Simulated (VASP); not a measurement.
Here is the system:

```yaml
crystal:
  lattice:
    - [0.00000, 3.08436, 3.08436]
    - [3.08436, 0.00000, 3.08436]
    - [3.08436, 3.08436, 0.00000]
  atoms:
    - { symbol: Al, position: [0.00000, 0.00000, 0.00000] }
    - { symbol: Sb, position: [0.25000, 0.25000, 0.25000] }
```

These are PBEsol GGA, VASP's PBE PAW potentials (set 64) (plane waves; VASP) values and carry that method's errors. Run with 520 eV cut-off, Gaussian smearing of 0.050 eV, potentials Al Sb.

Unless said otherwise, spin-orbit coupling is left out, though it shifts the bands of the heavy elements here.

Q: Estimate the band gap (along the path) with the smallest direct gap where there is one.

A: 
```
Item                                   Result
------------------------------------  -------
band gap (along the path)             1.13 eV
smallest direct gap (along the path)  1.45 eV
```

Total energies compare only between runs with the same potentials, cut-off and functional.

The compound is AlSb in the zinc blende structure. It was relaxed first.
